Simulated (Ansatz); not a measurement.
## InN: response to strain

Consider InN in the zinc blende structure (space group F-43m, No. 216; a = 5.0490 Å). Axes: x, y, z lie along the cube axes.

Strains are applied to the cell and any free atomic positions relax; under biaxial strain the out-of-plane vector relaxes too; under stress the whole cell relaxes.

Calculations: PBE in Ansatz (plane waves to 420 eV, PAW, spin-orbit coupling left out).

Notes on the quantities. energy relative to the base: free energy F.

```json
[
 {"case": "base", "volume per atom": "16.09 Å³", "energy relative to the base": "0 meV/atom"},
 {"case": "biaxial strain −0.74 %, plane normal [001], relaxed out of plane", "volume per atom": "16.00 Å³", "energy relative to the base": "+0.7 meV/atom"},
 {"case": "biaxial strain −3.74 %, plane normal [110], relaxed out of plane", "volume per atom": "15.38 Å³", "energy relative to the base": "+32 meV/atom"},
 {"case": "biaxial strain +3.64 %, plane normal [111], relaxed out of plane", "volume per atom": "16.91 Å³", "energy relative to the base": "+31 meV/atom"},
 {"case": "isotropic strain −1.30 %", "volume per atom": "15.47 Å³", "energy relative to the base": "+9.7 meV/atom"},
 {"case": "isotropic strain +4.40 %", "volume per atom": "18.31 Å³", "energy relative to the base": "+90 meV/atom"},
 {"case": "uniaxial stress, 3 GPa compression along z", "volume per atom": "15.93 Å³", "energy relative to the base": "+7.2 meV/atom"},
 {"case": "uniaxial stress, 0.5 GPa compression along z", "volume per atom": "16.07 Å³", "energy relative to the base": "+0.2 meV/atom"},
 {"case": "tensor shear ε_xy = −0.77 %", "volume per atom": "16.09 Å³", "energy relative to the base": "+0.9 meV/atom"},
 {"case": "tensor shear ε_xz = +2.90 %", "volume per atom": "16.08 Å³", "energy relative to the base": "+13 meV/atom"}
]
```

The mesh was chosen for an insulator and is coarse for the gapless case. Beyond what the load breaks, stability against distortions was not tested. The final runs are not spin-polarised. This is not the structure that InN has at room temperature and ambient pressure.

Ansatz is a first-principles code.
